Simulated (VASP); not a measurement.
# Vacuum and the quasiparticle gap of a sheet of P

How does the G0W0 gap of a single sheet of P depend on the vacuum between its repeats?

Program: VASP 6.6.1. Level of theory: PBE; plane waves and PAW (P), in the first sound run; inputs show where later runs differ. Results are calculated unless marked as measured.

### Step 1. Starting point

The cell holds 2 atoms: 2 P. Cell: a = 3.100 Å, b = 3.100 Å, c = 9.000 Å, α = 90.0°, β = 90.0°, γ = 120.0°. Vacuum lies along c.

### Step 2. Relaxation

The atoms are relaxed first inside the given cell, which is kept (ISIF = 2), since band edges depend on the positions.

File INCAR:

```
SYSTEM = P
PREC = Accurate
ENCUT = 400
EDIFF = 1E-06
NELM = 100
ISMEAR = 0
SIGMA = 0.05
LREAL = .FALSE.
ALGO = Normal
GGA = PE
NBANDS = 11
LWAVE = .FALSE.
LCHARG = .FALSE.
KPAR = 8
IBRION = 2
NSW = 60
ISIF = 2
EDIFFG = -0.01
```

File POSCAR:

```
P
1.0
    3.1002073000      0.0000000000      0.0000000000
   -1.5501036500      2.6848582788      0.0000000000
    0.0000000000      0.0000000000      9.0000000000
P
2
Direct
    0.3333333333      0.6666666667      0.4346699611
    0.6666666667      0.3333333333      0.5653300389
```

File KPOINTS:

```
Automatic mesh
0
Gamma
8 8 1
0 0 0
```

The projector-augmented-wave data sets are P (PBE family, release 64).

On the command line:

```sh
$ mpirun -np 8 vasp_std
```

Log:

```text
[banner, memory and clock lines left out]
running    8 mpi-ranks, on    1 nodes
 distrk:  each k-point on    1 cores,    8 groups
 distr:  one band on    1 cores,    1 groups

 POSCAR found type information on POSCAR P
 POSCAR found :  1 types and       2 ions
|                                                                             |
|           W    W    AA    RRRRR   N    N  II  N    N   GGGG   !!!           |
|           W    W   A  A   R    R  NN   N  II  NN   N  G    G  !!!           |
|           W    W  A    A  R    R  N N  N  II  N N  N  G       !!!           |
|           W WW W  AAAAAA  RRRRR   N  N N  II  N  N N  G  GGG   !            |
|           WW  WW  A    A  R   R   N   NN  II  N   NN  G    G                |
|           W    W  A    A  R    R  N    N  II  N    N   GGGG   !!!           |
|                                                                             |
|     For optimal performance we recommend to set                             |
|       NCORE = 2 up to number-of-cores-per-socket                            |
|     NCORE specifies how many cores store one orbital (NPAR=cpu/NCORE).      |
|     This setting can greatly improve the performance of VASP for DFT.       |
|     The default, NCORE=1 might be grossly inefficient on modern             |
|     multi-core architectures or massively parallel machines. Do your        |
|     Unfortunately you need to use the default for GW and RPA                |
|     calculations (for HF NCORE is supported but not extensively tested      |
|     yet).                                                                   |
|                                                                             |

 LDA part: xc-table for (Slater+PW92), standard interpolation
 POSCAR, INCAR and KPOINTS ok, starting setup
 FFT: planning ... GRIDC
 FFT: planning ... GRID_SOFT
 FFT: planning ... GRID
 WAVECAR not read
 entering main loop
       N       E                     dE             d eps       ncg     rms          rms(c)
DAV:   1     0.357082610685E+02    0.35708E+02   -0.34433E+03   220   0.574E+02
DAV:   2    -0.809158155744E+01   -0.43800E+02   -0.42740E+02   313   0.112E+02
DAV:   3    -0.105967456874E+02   -0.25052E+01   -0.24961E+01   278   0.298E+01
DAV:   4    -0.106311576712E+02   -0.34412E-01   -0.34404E-01   294   0.407E+00
DAV:   5    -0.106316018342E+02   -0.44416E-03   -0.44415E-03   305   0.425E-01    0.898E+00
DAV:   6    -0.105018097323E+02    0.12979E+00   -0.10148E-01   262   0.165E+00    0.519E+00
DAV:   7    -0.104538343189E+02    0.47975E-01   -0.16098E-01   264   0.210E+00    0.450E-01
DAV:   8    -0.104537366675E+02    0.97651E-04   -0.89026E-03   241   0.678E-01    0.123E-01
DAV:   9    -0.104536758258E+02    0.60842E-04   -0.67082E-04   260   0.158E-01    0.577E-02
DAV:  10    -0.104537089946E+02   -0.33169E-04   -0.12230E-04   220   0.653E-02    0.183E-02
DAV:  11    -0.104537284118E+02   -0.19417E-04   -0.29142E-05   226   0.324E-02    0.146E-02
DAV:  12    -0.104537322037E+02   -0.37919E-05   -0.47693E-05   220   0.394E-02    0.233E-02
DAV:  13    -0.104537322480E+02   -0.44273E-07   -0.19866E-06   256   0.103E-02
   1 F= -.10453732E+02 E0= -.10453732E+02  d E =-.104537E+02
 curvature:   0.00 expect dE= 0.000E+00 dE for cont linesearch  0.000E+00
 trial: gam= 0.00000 g(F)=  0.396E+00 g(S)=  0.000E+00 ort = 0.000E+00 (trialstep = 0.100E+01)
 search vector abs. value=  0.396E+00
 bond charge predicted
       N       E                     dE             d eps       ncg     rms          rms(c)
DAV:   1    -0.104485929049E+02    0.51393E-02   -0.10391E+01   237   0.183E+01    0.245E+00
DAV:   2    -0.104765623007E+02   -0.27969E-01   -0.58078E-01   282   0.474E+00    0.100E+00
DAV:   3    -0.104741951191E+02    0.23672E-02   -0.14032E-02   275   0.801E-01    0.527E-01
DAV:   4    -0.104733573692E+02    0.83775E-03   -0.25329E-03   246   0.283E-01    0.602E-02
DAV:   5    -0.104732615371E+02    0.95832E-04   -0.27018E-04   253   0.108E-01    0.368E-02
DAV:   6    -0.104732235216E+02    0.38015E-04   -0.77279E-05   237   0.426E-02    0.128E-02
DAV:   7    -0.104732181083E+02    0.54133E-05   -0.80733E-05   226   0.456E-02    0.146E-02
DAV:   8    -0.104732221601E+02   -0.40517E-05   -0.80949E-06   226   0.196E-02    0.846E-03
DAV:   9    -0.104732227024E+02   -0.54229E-06   -0.21384E-06   226   0.113E-02
   2 F= -.10473223E+02 E0= -.10473223E+02  d E =-.194905E-01
 trial-energy change:   -0.019490  1 .order   -0.032238   -0.395812    0.331336
 step:   0.5181(harm=  0.5443)  dis= 0.05062  next Energy=   -10.554489 (dE=-0.101E+00)
 bond charge predicted
       N       E                     dE             d eps       ncg     rms          rms(c)
DAV:   1    -0.105480407305E+02   -0.74819E-01   -0.24096E+00   234   0.843E+00    0.140E+00
DAV:   2    -0.105557669935E+02   -0.77263E-02   -0.14048E-01   299   0.237E+00    0.367E-01
DAV:   3    -0.105551388692E+02    0.62812E-03   -0.29764E-03   272   0.362E-01    0.207E-01
DAV:   4    -0.105548696409E+02    0.26923E-03   -0.52988E-04   282   0.128E-01    0.491E-02
DAV:   5    -0.105548652179E+02    0.44230E-05   -0.42151E-05   235   0.398E-02    0.152E-02
DAV:   6    -0.105548741651E+02   -0.89473E-05   -0.17714E-05   226   0.190E-02    0.664E-03
DAV:   7    -0.105548764028E+02   -0.22377E-05   -0.11315E-05   220   0.155E-02    0.499E-03
DAV:   8    -0.105548758291E+02    0.57371E-06   -0.16566E-06   229   0.678E-03
   3 F= -.10554876E+02 E0= -.10554876E+02  d E =-.101144E+00
 curvature:  -0.27 expect dE=-0.817E-08 dE for cont linesearch -0.817E-08
 trial: gam=-0.00028 g(F)=  0.301E-07 g(S)=  0.000E+00 ort = 0.109E-03 (trialstep = 0.904E+00)
 search vector abs. value=  0.100E-09
 reached required accuracy - stopping structural energy minimisation
```

The job ended after 5 s (8 MPI ranks of Intel Xeon Platinum 8488C (Sapphire Rapids), shared host; peak memory 1.4 GiB; 32 s of CPU time).

The logs omit lines about the potential files and the build; timing stands in the text.

OUTCAR, selected parts (step 2):

```text
ion  position               nearest neighbor table
   1  0.333  0.667  0.435-   2 2.14   2 2.14   2 2.14
   2  0.667  0.333  0.565-   1 2.14   1 2.14   1 2.14

  LATTYP: Found a hexagonal cell.
 ALAT       =     3.1002073000
 C/A-ratio  =     2.9030316779

 Subroutine GETGRP returns: Found 12 space group operations
 (whereof 12 operations were pure point group operations)

The static configuration has the point symmetry D_3d.

 Found     10 irreducible k-points:

   k-points           NKPTS =     10   k-points in BZ     NKDIM =     10   number of bands    NBANDS=     11

   dimension x,y,z NGX =    20 NGY =   20 NGZ =   60
   dimension x,y,z NGXF=    40 NGYF=   40 NGZF=  120

   ENCUT  =  400.0 eV  29.40 Ry    5.42 a.u.   5.06  5.06 14.68*2*pi/ulx,y,z

   NELECT =      10.0000    total number of electrons

 k-points in reciprocal lattice and weights: Automatic mesh
   0.00000000  0.00000000  0.00000000       0.016
   0.12500000 -0.00000000  0.00000000       0.094
   0.25000000 -0.00000000  0.00000000       0.094
   0.37500000 -0.00000000  0.00000000       0.094
   0.50000000 -0.00000000  0.00000000       0.047
   0.12500000  0.12500000  0.00000000       0.094
   0.25000000  0.12500000  0.00000000       0.188
   0.37500000  0.12500000  0.00000000       0.188
   0.25000000  0.25000000  0.00000000       0.094
   0.37500000  0.25000000  0.00000000       0.094

 average (electrostatic) potential at core
       1 -88.3662       2 -88.3662

 E-fermi :   0.5068

 k-point     1 :       0.0000    0.0000    0.0000
  band No.  band energies     occupation
      1     -15.3417      2.00000
      2      -7.4764      2.00000
      3      -1.4461      2.00000
      4       0.2641      2.00000
      5       0.2641      2.00000
      6       4.2551      0.00000
      7       4.2551      0.00000
      8       5.1767      0.00000
      9       5.1940      0.00000
     10       5.5017      0.00000
    ...

 k-point     2 :       0.1250   -0.0000    0.0000
  band No.  band energies     occupation
      1     -15.0531      2.00000
      2      -7.2328      2.00000
      3      -1.6644      2.00000
      4      -1.2433      2.00000
      5      -0.3755      2.00000
      6       3.6047      0.00000
      7       5.0084      0.00000
      8       5.4397      0.00000
      9       5.8116      0.00000
     10       6.6192      0.00000
    ...

 k-point     3 :       0.2500   -0.0000    0.0000
  band No.  band energies     occupation
      1     -14.1993      2.00000
      2      -6.6994      2.00000
      3      -4.4760      2.00000
      4      -1.3843      2.00000
      5      -0.7933      2.00000
      6       2.2954      0.00000
      7       4.7709      0.00000
      8       5.6801      0.00000
      9       6.5321      0.00000
     10       6.7402      0.00000
    ...

  Total        3.1322614      3.1322614     -0.0611739      0.0000000     -0.0000000      0.0000000
  in kB       66.9906156     66.9906156     -1.3083446      0.0000000     -0.0000000      0.0000000
  external PRESSURE =      44.2242955 kB  Pullay stress =       0.0000000 kB

  energy-cutoff  :      400.00
  volume of cell :       74.91
      direct lattice vectors                 reciprocal lattice vectors
     3.100207300  0.000000000  0.000000000     0.322559075  0.186229569  0.000000000
    -1.550103650  2.684858279  0.000000000     0.000000000  0.372459138  0.000000000
     0.000000000  0.000000000  9.000000000     0.000000000  0.000000000  0.111111111

 POSITION                                       TOTAL-FORCE (eV/Angst)
 -----------------------------------------------------------------------------------
     -0.00000      1.78991      3.86141         0.000000      0.000000     -0.000559
      1.55010      0.89495      5.13859        -0.000000      0.000000      0.000559
 -----------------------------------------------------------------------------------
    total drift:                               -0.000000      0.000000      0.000000

  FREE ENERGIE OF THE ION-ELECTRON SYSTEM (eV)
  ---------------------------------------------------
  free  energy   TOTEN  =       -10.5548758291 eV

  energy  without entropy=      -10.5548758291  energy(sigma->0) =      -10.55487583

 reached required accuracy - stopping structural energy minimisation

[... 3 further parts left out ...]
```

CONTCAR:

```
P
   1.00000000000000
     3.1002073000000001    0.0000000000000000    0.0000000000000000
    -1.5501036500000001    2.6848582788000002    0.0000000000000000
     0.0000000000000000    0.0000000000000000    9.0000000000000000
  P
     2
Direct
     0.3333333332999970    0.6666666667000030    0.4290453370526670
     0.6666666667000030    0.3333333332999970    0.5709546629473330
```

The run keeps the 12 symmetry operations of its start, so it cannot find a distortion of lower symmetry.

The steps of the relaxation:

```tsv
step	energy less that of the first step (eV)	largest force (eV/Å)
1	0.0000	2.0254
2	-0.0195	1.6955
3	-0.1011	0.0006
```

The atoms that moved most (Å):

```tsv
atom	dx	dy	dz	length
P1	0.000	0.000	-0.051	0.051
P2	0.000	0.000	0.051	0.051
```

Final coordinates:

```cif
data_structure
_symmetry_space_group_name_H-M 'P 1'
_symmetry_Int_Tables_number 1
_cell_length_a 3.1002
_cell_length_b 3.1002
_cell_length_c 9.0000
_cell_angle_alpha 90.000
_cell_angle_beta 90.000
_cell_angle_gamma 120.000
_cell_volume 74.91
loop_
_atom_site_label
_atom_site_type_symbol
_atom_site_fract_x
_atom_site_fract_y
_atom_site_fract_z
_atom_site_occupancy
P1 P 0.33333 0.66667 0.42905 1
P2 P 0.66667 0.33333 0.57095 1
```

This step gave:

```
free energy (TOTEN) : -10.55 eV
Fermi energy        : 0.5068 eV
```

At PBE, with these data sets, the largest force is down to 5.6e-4 eV/Å. The lattice constant was typed and isn't relaxed: the sheet is compressed, by 6.0 N/m.

(Continued in part 2 of 5.)

[Lines on the potential files, build, host, timing and source positions are cut from VASP's logs without a mark.]

[Logs are printed without paths, hosts, clocks, repeated set-up lines and the standing remarks that a program may print on its own settings, such as how far it seeks lower states.]

[Hosts, paths, dates, database ids (printed as entryN), source tags and the programs' standing remarks are cut or masked in the printed files.]

[Pressures printed for these runs are not shown converged in the cutoff: they can be off by several GPa and have the wrong sign.]
